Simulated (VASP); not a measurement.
# CaO: Ca into a neighbouring Ca vacancy, part 2 of 6

How hard is this move in CaO: Ca into a neighbouring Ca vacancy? Both ends are relaxed first, then a band of images between them. The start is a computed cell from the Materials Project.

VASP 6.6.1; PBEsol; plane waves and PAW (Ca_pv, O).

So far. Step 2 (Relax the host): The run ended after 2 ionic steps, 0.006 eV below its first step, once forces and stress met EDIFFG = -0.02.

## 3. Relax the start

System of this step: Ca26O27. The cell holds 53 atoms: 26 Ca and 27 O. Its edges and angles: a = 10.104 Å, b = 10.104 Å, c = 10.104 Å, α = 60.0°, β = 60.0°, γ = 60.0°. It derives from CaO. Nearest the centre at fractional (0.000, 0.000, 0.167): O45 at 1.67 Å, O33 at 1.69 Å, Ca1 at 1.70 Å, O52 at 2.88 Å, O29 at 2.89 Å, Ca3 at 2.91 Å, Ca19 at 2.92 Å, Ca7 at 2.92 Å. The cell carries charge −2.

A path needs two true minima; the start is relaxed with symmetry off.

This cell carries charge -2, set by NELECT and balanced by a uniform background.

Input file INCAR:

```
SYSTEM = Ca26O27
PREC = Normal
ENCUT = 400
EDIFF = 1E-05
NELM = 120
ISMEAR = 0
SIGMA = 0.05
LREAL = Auto
ALGO = Fast
GGA = PS
NELECT = 372
NBANDS = 228
LORBIT = 11
LWAVE = .FALSE.
LCHARG = .FALSE.
KPAR = 6
LASPH = .TRUE.
IBRION = 2
NSW = 60
ISIF = 2
EDIFFG = -0.05
POTIM = 0.4
MAXMIX = 40
ISYM = 0
```

Input file POSCAR:

```
Ca26O27
1.0
    0.0000000000      7.1445767646      7.1445767646
    7.1445767646      0.0000000000      7.1445767646
    7.1445767646      7.1445767646      0.0000000000
Ca O
26 27
Direct
    0.0011287877     -0.0002037866      0.3345045227
    0.0037159481     -0.0024664002      0.6654851048
    0.0020752016      0.3322786887     -0.0004484626
    0.0003933091      0.3344704521      0.3330195873
    0.0001279639      0.3318557602      0.6660826647
   -0.0011919262      0.6670399111      0.0013031214
    0.0007458222      0.6659436371      0.3318675461
    0.0036060793      0.6658787370      0.6666830940
    0.3342394432     -0.0013953539     -0.0061940739
    0.3345274633     -0.0005857750      0.3327372597
    0.3282840986      0.0039921952      0.6686029927
    0.3323073730      0.3362154242      0.0028362929
    0.3319804133      0.3351550417      0.3300727535
    0.3305065839      0.3342475085      0.6660576575
    0.3319742914      0.6677506189     -0.0012856260
    0.3325408603      0.6660418643      0.3342254238
    0.3341986990      0.6666994600      0.6682959679
    0.6681341329     -0.0028711603      0.0005806671
    0.6652159428      0.0040106158      0.3317837747
    0.6645075676      0.0012803921      0.6653301104
    0.6655980253      0.3316525099      0.0018322733
    0.6678426747      0.3308507409      0.3327160275
    0.6650923629      0.3302921437      0.6703671133
    0.6676082648      0.6648921939      0.0024865881
    0.6692091615      0.6648336513      0.3328966143
    0.6628555004      0.6663297405      0.6695114617
    0.1672818276      0.1682218900      0.1648034874
    0.1624401810      0.1675475012      0.4996612069
    0.1654849768      0.1660561066      0.8364179071
    0.1679473957      0.5000304874      0.1666332433
    0.1656664886      0.5007347226      0.5017181650
    0.1653562134      0.4950095782      0.8375991549
    0.1649119182      0.8310980653      0.1685137932
    0.1664963979      0.8359178663      0.4983471209
    0.1694850127      0.8339269280      0.8323881654
    0.4961187773      0.1663088178      0.1680964604
    0.4964263226      0.1683128263      0.5032621343
    0.5007228894      0.1683292014      0.8320746212
    0.4989715859      0.4990280724      0.1677335703
    0.4988277187      0.5030363230      0.4982781512
    0.4922810644      0.5008151558      0.8367841755
    0.5013018185      0.8292295998      0.1724972450
    0.5013981837      0.8295816957      0.5002505324
    0.5009656417      0.8338569389      0.8313931973
    0.8340424753      0.1654633506      0.1667354094
    0.8327377000      0.1646018215      0.4997003354
    0.8302214966      0.1667191357      0.8332991019
    0.8311441930      0.5020382509      0.1687069270
    0.8317084242      0.5009851641      0.5004467931
    0.8315109306      0.4985771532      0.8359463101
    0.8298623698      0.8338479874      0.1684848102
    0.8363247351      0.8348972755      0.4959153344
    0.8322105060      0.8284716931      0.8349042652
```

Input file KPOINTS:

```
Automatic mesh
0
Gamma
2 2 2
0 0 0
```

The projector-augmented-wave data sets are Ca_pv and O (PBE family, release 64).

Command:

```sh
$ mpirun -np 6 vasp_std
```

The log of the run:

```text
[banner, memory and clock lines left out]
running    6 mpi-ranks, on    1 nodes
 distrk:  each k-point on    1 cores,    6 groups
 distr:  one band on    1 cores,    1 groups

 POSCAR found type information on POSCAR CaO
 POSCAR found :  2 types and      53 ions
 [... a notice as in an earlier step ...]

 [... a notice as in an earlier step ...]

 LDA part: xc-table for (Slater+PW92), standard interpolation
 POSCAR, INCAR and KPOINTS ok, starting setup
 FFT: planning ... GRIDC
 FFT: planning ... GRID_SOFT
 FFT: planning ... GRID
 WAVECAR not read
 entering main loop
       N       E                     dE             d eps       ncg     rms          rms(c)
DAV:   1     0.661440199773E+04    0.66144E+04   -0.83530E+04  3712   0.233E+03
DAV:   2     0.236898674042E+04   -0.42454E+04   -0.41486E+04  3648   0.694E+02
DAV:   3     0.358019946243E+03   -0.20110E+04   -0.19553E+04  4808   0.331E+02
DAV:   4    -0.324511603511E+03   -0.68253E+03   -0.66011E+03  5948   0.177E+02
DAV:   5    -0.383474229048E+03   -0.58963E+02   -0.58677E+02  5736   0.548E+01BRMIX: very serious problems
 the old and the new charge density differ
 old charge density:   370.00000 new  371.99999
BRMIX: very serious problems
 the old and the new charge density differ
 old charge density:   370.00000 new  371.99999
BRMIX: very serious problems
 the old and the new charge density differ
 old charge density:   370.00000 new  371.99999
BRMIX: very serious problems
 the old and the new charge density differ
 old charge density:   370.00000 new  371.99999
BRMIX: very serious problems
 the old and the new charge density differ
 old charge density:   370.00000 new  371.99999
BRMIX: very serious problems
 the old and the new charge density differ
 old charge density:   370.00000 new  371.99999
    0.348E+01
RMM:   6    -0.345859421231E+03    0.37615E+02   -0.20967E+02  5160   0.256E+01    0.136E+01
RMM:   7    -0.345893367210E+03   -0.33946E-01   -0.10897E+01  4385   0.970E+00    0.890E+00
RMM:   8    -0.346089345558E+03   -0.19598E+00   -0.48685E+00  5576   0.573E+00    0.197E+00
RMM:   9    -0.346054305651E+03    0.35040E-01   -0.68805E-01  5566   0.175E+00    0.857E-01
RMM:  10    -0.346078314624E+03   -0.24009E-01   -0.38379E-01  5114   0.123E+00    0.665E-01
RMM:  11    -0.346074444548E+03    0.38701E-02   -0.50253E-02  5429   0.542E-01    0.426E-01
RMM:  12    -0.346081029653E+03   -0.65851E-02   -0.11772E-01  5314   0.597E-01    0.517E-01
RMM:  13    -0.346074009618E+03    0.70200E-02   -0.33318E-02  5002   0.416E-01    0.860E-02
RMM:  14    -0.346076391998E+03   -0.23824E-02   -0.22767E-02  5399   0.232E-01    0.258E-01
RMM:  15    -0.346074770618E+03    0.16214E-02   -0.71819E-03  5460   0.157E-01    0.356E-02
RMM:  16    -0.346074947325E+03   -0.17671E-03   -0.20587E-03  4842   0.861E-02    0.543E-02
RMM:  17    -0.346074977027E+03   -0.29702E-04   -0.40138E-04  4261   0.423E-02    0.556E-02
RMM:  18    -0.346074914859E+03    0.62167E-04   -0.22697E-04  4307   0.309E-02    0.229E-02
RMM:  19    -0.346074918225E+03   -0.33657E-05   -0.93721E-05  3932   0.173E-02
   1 F= -.34607492E+03 E0= -.34607492E+03  d E =-.346075E+03
 curvature:   0.00 expect dE= 0.000E+00 dE for cont linesearch  0.000E+00
 trial: gam= 0.00000 g(F)=  0.178E+01 g(S)=  0.000E+00 ort = 0.000E+00 (trialstep = 0.100E+01)
 search vector abs. value=  0.178E+01
 bond charge predicted
       N       E                     dE             d eps       ncg     rms          rms(c)
DAV:   1    -0.346159586038E+03   -0.84671E-01   -0.22099E+02  5004   0.431E+01    0.294E+00
RMM:   2    -0.347771533001E+03   -0.16119E+01   -0.14157E+01  5033   0.121E+01    0.513E+00
RMM:   3    -0.350870097939E+03   -0.30986E+01   -0.12272E+01  5622   0.763E+00    0.128E+01
RMM:   4    -0.347736460926E+03    0.31336E+01   -0.55868E+00  5642   0.515E+00    0.641E+00
RMM:   5    -0.347381486220E+03    0.35497E+00   -0.25092E+00  5573   0.270E+00    0.311E+00
RMM:   6    -0.347290209206E+03    0.91277E-01   -0.16687E+00  5202   0.243E+00    0.166E+00
RMM:   7    -0.347309495345E+03   -0.19286E-01   -0.23030E-01  5356   0.109E+00    0.925E-01
RMM:   8    -0.347317951851E+03   -0.84565E-02   -0.93118E-02  5336   0.566E-01    0.733E-01
RMM:   9    -0.347311205230E+03    0.67466E-02   -0.11113E-02  5270   0.293E-01    0.426E-01
RMM:  10    -0.347308846029E+03    0.23592E-02   -0.32832E-02  5560   0.311E-01    0.136E-01
RMM:  11    -0.347308953320E+03   -0.10729E-03   -0.19287E-03  4758   0.135E-01    0.540E-02
RMM:  12    -0.347308956860E+03   -0.35396E-05   -0.66892E-04  5120   0.631E-02    0.426E-02
WARNING in EDDRMM: call to ZHEGV failed, returncode =   6  3    122
RMM:  13    -0.347308975943E+03   -0.19083E-04   -0.20411E-04  4362   0.273E-02    0.399E-02
WARNING in EDDRMM: call to ZHEGV failed, returncode =   6  3    110
RMM:  14    -0.347308956316E+03    0.19627E-04   -0.11441E-04  4175   0.254E-02    0.220E-02
RMM:  15    -0.347308954746E+03    0.15705E-05   -0.15449E-04  4219   0.230E-02    0.136E-02
WARNING in EDDRMM: call to ZHEGV failed, returncode =   6  3    154
WARNING in EDDRMM: call to ZHEGV failed, returncode =   6  3    178
RMM:  16    -0.347308961924E+03   -0.71784E-05   -0.45441E-05  3666   0.159E-02
   2 F= -.34730896E+03 E0= -.34730896E+03  d E =-.123404E+01
[...]
WARNING in EDDRMM: call to ZHEGV failed, returncode =   6  3    153
[... from here on, the cycles between the ionic steps are left out ...]
   3 F= -.34750949E+03 E0= -.34750949E+03  d E =-.143457E+01
[...]
WARNING in EDDRMM: call to ZHEGV failed, returncode =   8  4    116
[...]
WARNING in EDDRMM: call to ZHEGV failed, returncode =   6  3    144
WARNING in EDDRMM: call to ZHEGV failed, returncode =   8  4    118
   4 F= -.34767338E+03 E0= -.34767338E+03  d E =-.163893E+00
   5 F= -.34771586E+03 E0= -.34771586E+03  d E =-.206377E+00
[...]
WARNING in EDDRMM: call to ZHEGV failed, returncode =   8  4    118
[...]
WARNING in EDDRMM: call to ZHEGV failed, returncode =   6  3    132
   6 F= -.34774525E+03 E0= -.34774525E+03  d E =-.293863E-01
   7 F= -.34774930E+03 E0= -.34774930E+03  d E =-.334330E-01
 curvature:  -1.15 expect dE=-0.219E-02 dE for cont linesearch -0.170E-05
 trial: gam= 0.06980 g(F)=  0.190E-02 g(S)=  0.000E+00 ort = 0.240E-03 (trialstep = 0.143E+01)
 search vector abs. value=  0.212E-02
 bond charge predicted
       N       E                     dE             d eps       ncg     rms          rms(c)
DAV:   1    -0.347748352368E+03    0.94001E-03   -0.43747E-01  5544   0.233E+00    0.156E-01
RMM:   2    -0.347750314744E+03   -0.19624E-02   -0.20919E-02  5033   0.539E-01    0.869E-02
RMM:   3    -0.347751157505E+03   -0.84276E-03   -0.86765E-03  5206   0.229E-01    0.650E-02
RMM:   4    -0.347751306664E+03   -0.14916E-03   -0.15444E-03  5539   0.879E-02    0.639E-02
RMM:   5    -0.347751278767E+03    0.27896E-04   -0.41373E-04  5494   0.483E-02    0.224E-02
RMM:   6    -0.347751309169E+03   -0.30402E-04   -0.34441E-04  4934   0.365E-02    0.385E-02
RMM:   7    -0.347751280490E+03    0.28679E-04   -0.16665E-04  4300   0.305E-02    0.130E-02
RMM:   8    -0.347751288972E+03   -0.84828E-05   -0.84686E-05  3978   0.192E-02
   8 F= -.34775129E+03 E0= -.34775129E+03  d E =-.199342E-02
 trial-energy change:   -0.001993  1 .order   -0.001936   -0.002738   -0.001135
 step:   2.1891(harm=  2.4386)  dis= 0.00350  next Energy=  -347.751600 (dE=-0.230E-02)
 reached required accuracy - stopping structural energy minimisation
```

Wall time 16 min (6 MPI ranks of AMD EPYC 9R45, shared host); peak memory 4.8 GiB.

(Continued in part 3 of 6.)

[Lines on the potential files, build, host, timing and source positions are cut from VASP's logs without a mark.]

[Logs are printed without paths, hosts, clocks, repeated set-up lines and the standing remarks that a program may print on its own settings, such as how far it seeks lower states.]

[Hosts, paths, dates, database ids (printed as entryN), source tags and the programs' standing remarks are cut or masked in the printed files.]

[Runs that stopped without an error message from VASP are left out.]
